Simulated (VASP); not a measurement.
Here is a VASP 6.6.1 calculation.

File POSCAR:

```
Se
1.0
   -1.7134562162      1.7134562162      1.7134562162
    1.7134562162     -1.7134562162      1.7134562162
    1.7134562162      1.7134562162     -1.7134562162
Se
1
Direct
    0.0000000000      0.0000000000      0.0000000000
```

Contents of INCAR.step1:

```
SYSTEM = Se
ALGO     = Normal         ! electronic algorithm
EDIFF    = 1E-4           ! SCF threshold, eV
ENCUT    = 520            ! plane-wave cutoff, eV
GGA      = PE             ! functional
ISMEAR   = 0              ! smearing method
LASPH    = .True.         ! aspherical terms in the spheres
LCHARG   = .False.        ! write CHGCAR
LREAL    = .False.        ! projectors in reciprocal space
LWAVE    = .True.         ! write WAVECAR
NBANDS   = 9              ! bands
NELM     = 100            ! most SCF steps
PREC     = Accurate       ! precision mode
SIGMA    = 0.1            ! smearing width, eV
```

File INCAR.step2:

```
SYSTEM = Se
ALGO     = Normal         ! electronic algorithm
EDIFF    = 1E-6           ! SCF threshold, eV
ENCUT    = 520            ! plane-wave cutoff, eV
ISIF     = 2              ! what is computed and relaxed
ISMEAR   = 0              ! smearing method
ISTART   = 1            
LASPH    = .True.         ! aspherical terms in the spheres
LCHARG   = .True.         ! write CHGCAR
LELF     = .True.         ! ELF
LMIXTAU  = .True.       
LREAL    = .False.        ! projectors in reciprocal space
LVHAR    = .True.       
LWAVE    = .False.        ! write WAVECAR
METAGGA  = R2SCAN         ! meta-GGA
NBANDS   = 9              ! bands
NELM     = 100            ! most SCF steps
PREC     = Accurate       ! precision mode
SIGMA    = 0.1            ! smearing width, eV
```

The input KPOINTS:

```
k-points
0
Gamma
  6 6 6
  0 0 0
```

Potentials or basis: VASP PAW PBE potentials, release 64 (Se).

The run is started by

```console
$ cat potpaw_PBE.64/Se/POTCAR > POTCAR
$ cp INCAR.step1 INCAR
$ mpirun -np 1 vasp_std > vasp.out
$ cp INCAR.step2 INCAR
$ mpirun -np 1 vasp_std > vasp.out
```

(1) Estimate the band gap on the k mesh.

(2) What does it give for the pressure?

Results:

(1) none (metal or under the smearing width).

(2) -0.1 GPa.

Caveat: the k mesh is coarse (spacing up to 0.43 Å⁻¹), so the values aren't converged; the PAW data sets were made with another functional, which shifts forces and pressure a little.
